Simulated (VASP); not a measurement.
# WSe2 in VASP: single point with LDA

Aim: the single point of WSe2 with LDA.

Everything below comes from runs of VASP 6.6.1. Logs are shortened: lines on timing, memory, paths and dates and some standing lists are left out, and cuts for length are marked.

**1. The structure**

The cell holds a sheet with vacuum, 9 atoms: a = 3.282 Å, b = 3.282 Å, c = 34.310 Å, α = 90.00°, β = 90.00°, γ = 120.00°.

The cell was built by a generator and needn't be a form met in nature.

**2. Single point, LDA, non-collinear spin, zero start, spin-orbit coupling**

INCAR

```
  PREC = Accurate
  ENCUT = 520
  EDIFF = 1E-7
  ISMEAR = -1
  SIGMA = 0.05
  LREAL = F
  LASPH = T
  NELM = 60
  ALGO = Fast
  ISIF = 2
  LWAVE = F
  LCHARG = F
  LNONCOLLINEAR = T
  MAGMOM = 0 0 0 0 0 0 0 0 0 0 0 0 0 0 0 0 0 0 0 0 0 0 0 0 0 0 0
  LORBIT = 11
  LSORBIT = T
  GGA_COMPAT = F
  LMAXMIX = 4
  GGA = CA
  NBANDS = 97
```

KPOINTS

```
Automatic mesh
0
Gamma
  6 6 1
```

POSCAR

```
WSe2
1.0
    3.2820000000      0.0000000000      0.0000000000
   -1.6410000000      2.8422950000      0.0000000000
    0.0000000000      0.0000000000     34.3100000000
Se W
6 3
Direct
    0.6666670000      0.3333330000      0.2639870000
    0.6666670000      0.3333330000      0.3623650000
    0.3333330000      0.6666670000      0.4508540000
    0.3333330000      0.6666670000      0.5491460000
    0.6666670000      0.3333330000      0.6376350000
    0.6666670000      0.3333330000      0.7360130000
    0.3333330000      0.6666670000      0.3131850000
    0.6666670000      0.3333330000      0.5000000000
    0.3333330000      0.6666670000      0.6868150000
```

Potentials or basis: VASP PAW LDA potentials, release 64 (Se, W_sv).

Run with:

```bash
$ cat potpaw_LDA.64/Se/POTCAR potpaw_LDA.64/W_sv/POTCAR > POTCAR
$ mpirun -np 1 vasp_ncl > vasp.out
```

OUTCAR:

```text
PREC = Accurate
   ENCUT = 520
   EDIFF = 1E-7
   ISMEAR = -1
   LREAL = F
   LASPH = T
   NELM = 60
   ISIF = 2
   LNONCOLLINEAR = T
   LORBIT = 11
   LSORBIT = T
   GGA = CA

 ion  position               nearest neighbor table
   1  0.667  0.333  0.264-   7 2.54   7 2.54   7 2.54
   2  0.667  0.333  0.362-   7 2.54   7 2.54   7 2.54
   3  0.333  0.667  0.451-   8 2.54   8 2.54   8 2.54
   4  0.333  0.667  0.549-   8 2.54   8 2.54   8 2.54
   5  0.667  0.333  0.638-   9 2.54   9 2.54   9 2.54
   6  0.667  0.333  0.736-   9 2.54   9 2.54   9 2.54
   7  0.333  0.667  0.313-   2 2.54   2 2.54   2 2.54   1 2.54   1 2.54   1 2.54
   8  0.667  0.333  0.500-   3 2.54   4 2.54   3 2.54   4 2.54   3 2.54   4 2.54
   9  0.333  0.667  0.687-   5 2.54   5 2.54   5 2.54   6 2.54   6 2.54   6 2.54

  LATTYP: Found a hexagonal cell.
 ALAT       =     3.2820000000
 C/A-ratio  =    10.4539914686

  Lattice vectors:

 A1 = (   3.2820000000,   0.0000000000,   0.0000000000)
 A2 = (  -1.6410000000,   2.8422950000,   0.0000000000)
 A3 = (   0.0000000000,   0.0000000000,  34.3100000000)

Analysis of symmetry for initial positions (statically):
=====================================================================
 Subroutine PRICEL returns:
 Original cell was already a primitive cell.

 Routine SETGRP: Setting up the symmetry group for a
 hexagonal supercell.

 Subroutine GETGRP returns: Found 12 space group operations
 (whereof 12 operations were pure point group operations)
 out of a pool of 24 trial point group operations.

The static configuration has the point symmetry D_3h.

Analysis of symmetry for dynamics (positions and initial velocities):
=====================================================================
 Subroutine PRICEL returns:
 Original cell was already a primitive cell.

 Routine SETGRP: Setting up the symmetry group for a
 hexagonal supercell.

 Subroutine GETGRP returns: Found 12 space group operations
 (whereof 12 operations were pure point group operations)
 out of a pool of 24 trial point group operations.

The dynamic configuration has the point symmetry D_3h.

Analysis of structural, dynamic, and magnetic symmetry:
=====================================================================
 Subroutine PRICEL returns:
 Original cell was already a primitive cell.

 Routine SETGRP: Setting up the symmetry group for a
[... 1120 lines left out ...]
      1.64100      0.94743     21.87726        -0.000000     -0.000000      0.434551
      1.64100      0.94743     25.25261        -0.000000     -0.000000     -0.505329
     -0.00000      1.89486     10.74538        -0.000000      0.000000     -0.071293
      1.64100      0.94743     17.15500         0.000000      0.000000     -0.000000
     -0.00000      1.89486     23.56462        -0.000000      0.000000      0.071293
 -----------------------------------------------------------------------------------
    total drift:                                0.000743     -0.000434     -0.000000

  FREE ENERGIE OF THE ION-ELECTRON SYSTEM (eV)
  ---------------------------------------------------
  free  energy   TOTEN  =       -75.0525376029 eV

  energy  without entropy=      -75.0525263354  energy(sigma->0) =      -75.05253197

 Spin-Orbit-Coupling matrix elements

 Ion:    1  E_soc:     -0.0455024
 l=   1
     0.0000000    -0.0073745    -0.0080520
    -0.0073745     0.0000000    -0.0073745
    -0.0080520    -0.0073745     0.0000000
 l=   2
     0.0000000     0.0000061     0.0000000     0.0000061     0.0000026
     0.0000061     0.0000000     0.0000045     0.0000136     0.0000061
     0.0000000     0.0000045     0.0000000     0.0000045     0.0000000
     0.0000061     0.0000136     0.0000045     0.0000000     0.0000061
     0.0000026     0.0000061     0.0000000     0.0000061     0.0000000
 l=   3
     0.0000000     0.0000000     0.0000000     0.0000000     0.0000000     0.0000000     0.0000000
     0.0000000     0.0000000     0.0000000     0.0000000     0.0000000     0.0000000     0.0000000
     0.0000000     0.0000000     0.0000000     0.0000000     0.0000000     0.0000000     0.0000000
     0.0000000     0.0000000     0.0000000     0.0000000     0.0000000     0.0000000     0.0000000
[... 149 lines left out ...]
 l=   2
     0.0000000    -0.0058567     0.0000000    -0.0058567    -0.0266610
    -0.0058567     0.0000000    -0.0183882    -0.0051899    -0.0058567
     0.0000000    -0.0183882     0.0000000    -0.0183882     0.0000000
    -0.0058567    -0.0051899    -0.0183882     0.0000000    -0.0058567
    -0.0266610    -0.0058567     0.0000000    -0.0058567     0.0000000
 l=   3
     0.0000000     0.0000000     0.0000000     0.0000000     0.0000000     0.0000000     0.0000000
     0.0000000     0.0000000     0.0000000     0.0000000     0.0000000     0.0000000     0.0000000
     0.0000000     0.0000000     0.0000000     0.0000000     0.0000000     0.0000000     0.0000000
     0.0000000     0.0000000     0.0000000     0.0000000     0.0000000     0.0000000     0.0000000
     0.0000000     0.0000000     0.0000000     0.0000000     0.0000000     0.0000000     0.0000000
     0.0000000     0.0000000     0.0000000     0.0000000     0.0000000     0.0000000     0.0000000
     0.0000000     0.0000000     0.0000000     0.0000000     0.0000000     0.0000000     0.0000000

 total charge

# of ion       s       p       d       tot
------------------------------------------
    1        1.478   2.348   0.068   3.894
    2        1.480   2.343   0.070   3.894
    3        1.480   2.343   0.071   3.894
    4        1.480   2.343   0.071   3.894
    5        1.480   2.343   0.070   3.894
    6        1.478   2.348   0.068   3.894
    7        2.311   6.279   3.418  12.008
    8        2.311   6.279   3.422  12.011
    9        2.311   6.279   3.418  12.008
--------------------------------------------------
tot         15.809  32.904  10.675  59.388

 magnetization (x)

# of ion       s       p       d       tot
------------------------------------------
    1        0.000   0.000   0.000   0.000
    2        0.000   0.000   0.000   0.000
    3        0.000   0.000   0.000   0.000
    4        0.000   0.000   0.000   0.000
    5        0.000   0.000  -0.000  -0.000
    6        0.000   0.000   0.000   0.000
    7        0.000   0.000  -0.000  -0.000
    8        0.000   0.000   0.000   0.000
    9       -0.000  -0.000   0.000   0.000
--------------------------------------------------
tot         -0.000   0.000   0.000   0.000

 magnetization (y)

# of ion       s       p       d       tot
------------------------------------------
    1        0.000   0.000   0.000   0.000
    2        0.000   0.000   0.000   0.000
    3        0.000   0.000   0.000   0.000
    4        0.000  -0.000  -0.000  -0.000
    5        0.000   0.000  -0.000   0.000
    6        0.000   0.000  -0.000  -0.000
    7       -0.000   0.000   0.000  -0.000
    8        0.000  -0.000   0.000  -0.000
    9        0.000  -0.000   0.000  -0.000
--------------------------------------------------
tot          0.000  -0.000   0.000   0.000

 magnetization (z)

# of ion       s       p       d       tot
------------------------------------------
    1       -0.000   0.000  -0.000   0.000
    2       -0.000   0.000   0.000   0.000
    3        0.000   0.000  -0.000   0.000
    4        0.000  -0.000  -0.000  -0.000
    5       -0.000   0.000   0.000   0.000
    6       -0.000   0.000  -0.000   0.000
    7        0.000   0.000  -0.000  -0.000
    8        0.000   0.000  -0.000  -0.000
    9        0.000   0.000  -0.000  -0.000
--------------------------------------------------
tot          0.000   0.000  -0.000   0.000
```

Wall time 26 min (1 thread of Intel Xeon Platinum 8488C (Sapphire Rapids), shared host); peak memory 0.97 GiB.

What came out:

```
Free energy                                           : -75.0525 eV
Largest force                                         : 0.505 eV/Å
Net moment                                            : 0.00 μB per cell
Valence electrons inside the program's atomic spheres : Se 3.89; W 12.01
```

Forces on the atoms (eV/Å):
```
Se   0.000  0.000  0.505
Se   0.000  0.000 -0.435
Se   0.000  0.000  0.418
Se   0.000  0.000 -0.418
Se   0.000  0.000  0.435
Se   0.000  0.000 -0.505
W    0.000  0.000 -0.071
W    0.000  0.000  0.000
W    0.000  0.000  0.071
```

Moments on the atoms (μB; x, y, z):
```
Se  0.00 0.00 0.00
Se  0.00 0.00 0.00
Se  0.00 0.00 0.00
Se  0.00 0.00 0.00
Se  0.00 0.00 0.00
Se  0.00 0.00 0.00
W   0.00 0.00 0.00
W   0.00 0.00 0.00
W   0.00 0.00 0.00
```

Caveat: the k mesh is coarse (spacing up to 0.37 Å⁻¹), so the values aren't converged.
